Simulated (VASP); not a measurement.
# N: single point with PBE+D3(BJ)

Crystal: N.

```xyz
4
Lattice="4.7490 0.0000 0.0000 0.0000 7.8730 0.0000 0.0000 0.0000 3.5410" Properties=species:S:1:pos:R:3 pbc="T T T"
N     0.0974    1.9683    2.2478
N     4.6516    5.9047    1.2932
N     2.2771    5.9047    0.4773
N     2.4719    1.9683    3.0637
```

```yaml
Program: VASP 6.6.1
Task: single point
Functional: PBE
Dispersion: D3(BJ)
Potentials_or_basis: VASP PAW PBE potentials, release 64 (N)
Cutoff: 520 eV
k_mesh: 6 × 4 × 8
Occupations: fermi-dirac, width 0.03 eV
Spin: no spin polarisation
```

```json
{
  "Pressure": "-10.9 GPa",
  "Largest force": "0.835 eV/Å",
  "Band gap on the k mesh": "none (metal or under the smearing width)",
  "Dispersion energy per atom": "-0.041 eV"
}
```

Forces on the atoms (eV/Å):
```
N   -0.004  0.000  0.835
N    0.004  0.000 -0.835
N    0.004  0.000  0.835
N   -0.004  0.000 -0.835
```

Stress tensor (GPa, compression positive):
```
-26.03   0.00   0.00
  0.00  -1.09   0.00
  0.00   0.00  -5.70
```

Levels at points of the mesh, in eV from the Fermi level:
```csv
k point,band 8,band 9,band 10,band 11,band 12,band 13
"(0.00, 0.00, 0.00)",-0.40,0.25,0.27,0.35,0.35,0.36
"(0.50, 0.00, 0.00)",-0.40,-0.36,-0.36,0.07,0.07,0.80
"(0.00, 0.50, 0.00)",-0.71,0.26,0.26,0.35,0.35,0.47
"(0.50, 0.50, 0.00)",-0.42,-0.15,-0.15,-0.15,-0.15,0.81
"(0.00, 0.00, 0.50)",-0.91,-0.46,-0.46,-0.02,-0.02,0.50
"(0.50, 0.00, 0.50)",-1.09,-0.12,-0.12,0.13,0.13,0.85
"(0.00, 0.50, 0.50)",-0.93,-0.41,-0.41,-0.03,-0.03,0.48
"(0.50, 0.50, 0.50)",-1.13,0.01,0.01,0.01,0.01,0.85
```

Wall time 53 s on 1 thread of Intel(R) Xeon(R) Platinum 8559C (Emerald Rapids) (shared host), peak memory 0.29 GiB.
